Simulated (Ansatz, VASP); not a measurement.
# One calculation of GaN, two programs

The input INCAR:

```
PREC = Accurate
ENCUT = 520
EDIFF = 1E-6
ISMEAR = 0
SIGMA = 0.01
LREAL = False
LASPH = True
NELM = 80
ALGO = Normal
ISIF = 2
LWAVE = False
LCHARG = False
GGA = PE
NBANDS = 26
```

Contents of KPOINTS:

```
Automatic mesh
0
Gamma
  9 9 4
```

File POSCAR:

```
GaN
1.0
    3.1526196307      0.0000000000      0.0000000000
   -1.5763098153      2.7302486886      0.0000000000
    0.0000000000      0.0000000000      5.1362166933
Ga N
2 2
Direct
    0.3333333333      0.6666666667     -0.0008524603
    0.6666666667      0.3333333333      0.4991475397
    0.3333333333      0.6666666667      0.3758524603
    0.6666666667      0.3333333333      0.8758524603
```

Input for Ansatz:

```yaml
crystal:
  lattice:
    - [3.1526196307, 0.0, 0.0]
    - [-1.5763098153, 2.7302486886, 0.0]
    - [0.0, 0.0, 5.1362166933]
  atoms:
    - { symbol: Ga, position: [0.3333333333, 0.6666666667, -0.0008524603] }
    - { symbol: Ga, position: [0.6666666667, 0.3333333333, 0.4991475397] }
    - { symbol: "N", position: [0.3333333333, 0.6666666667, 0.3758524603] }
    - { symbol: "N", position: [0.6666666667, 0.3333333333, 0.8758524603] }
kpoints:
  mp_grid: { grid: [9, 9, 4] }
hamiltonian:
  xc: pbe
scf:
  occupations: { method: fixed }
  n_extra_bands: 5
output:
  forces: true
  stress: true
  eigenvalues: true
```

Alike in both runs: task single point; functional PBE; k mesh 9 × 9 × 4; no spin polarisation.

|  | VASP | Ansatz |
| --- | --- | --- |
| version | VASP 6.6.1 | Ansatz 0.2.0 |
| potentials or method | VASP PAW PBE potentials, release 64 (Ga_d, N) | plane waves, PAW |
| plane-wave cutoff (eV) | 520 | 420 |
| occupations | gaussian, width 0.01 eV | fixed |
| valence electrons in the cell | 36 | 36 |

|  | VASP | Ansatz | Ansatz less VASP |
| --- | --- | --- | --- |
| gap on the k mesh at the Fermi level (eV) | 2.13 | 2.12 | -0.011 |
| pressure (GPa) | 12.3 | 12.2 | -0.03 |
| largest component of the traceless stress (GPa) | 0.04 | 0.07 | +0.029 |
| rms of the force components (eV/Å) | 0.007 | 0.007 | -0.0001 |

Atom by atom the forces differ by 0.000 eV/Å (rms over components).

A hybrid or GW would open this gap; PBE tends to underestimate it.
